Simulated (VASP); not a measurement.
Crystal: W.

```
W
1.0
    -1.58234    1.58234    1.58234
     1.58234   -1.58234    1.58234
     1.58234    1.58234   -1.58234
W
1
Direct
  0.00000 0.00000 0.00000
```

Base run:

| Property | Result |
| --- | --- |
| Program | VASP 6.6.1 |
| Functional | r2SCAN |
| Potentials or basis | VASP PAW PBE potentials, release 64 (W_sv) |
| Cutoff | 520 eV |
| k mesh | 9 × 9 × 9 |
| Occupations | fermi-dirac, width 0.05 eV |
| Spin | spin-orbit coupling, no magnetisation |

Its results: pressure 3.4 GPa.

Question: The run is repeated on the same cell with these changes: functional from r2SCAN to SCAN. What comes out?

Answer: Pressure -3.1 GPa.

Caveats: the PAW data sets were made with another functional, which shifts forces and pressure a little.
